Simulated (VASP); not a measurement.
Input:

```xyz
2
Lattice="2.0820 1.2020 3.5633 -2.0820 1.2020 3.5633 0.0000 -2.4041 3.5633" Properties=species:S:1:pos:R:3 pbc="T T T"
Ge     0.0000     0.0000     8.1501
Te     0.0000     0.0000     2.5399
```

Method: PBE GGA, VASP's PBE PAW potentials (set 64) (plane waves; VASP). Settings: 400 eV cut-off, 7×7×7 Γ-centred mesh, Gaussian smearing of 0.050 eV, potentials Ge_d Te.

Energy and stress use the plane-wave basis of the starting cell.

**Question.** The ions, cell shape and volume are relaxed. What does this cell relax into?

**Answer.** 
```xyz
2
Lattice="2.1130 1.2200 3.6270 -2.1130 1.2200 3.6270 0.0000 -2.4399 3.6270" Properties=species:S:1:pos:R:3 pbc="T T T"
Ge     0.0000     0.0000     8.3314
Te     0.0000     0.0000     2.5496
```
Space group R3m (160), at a tolerance of 0.03 Å.

**Question.** How do energy and volume change from the first to the last step?

**Answer.** The energy (σ→0) changes by -7.3 meV/atom and the volume by +4.8 %, in 11 ionic steps.

The structure was generated: GeTe was put into the alpha-GeTe type (R3m), which need not be its known phase. This run relaxes it. Symmetry was kept, so distortions that lower it aren't found.
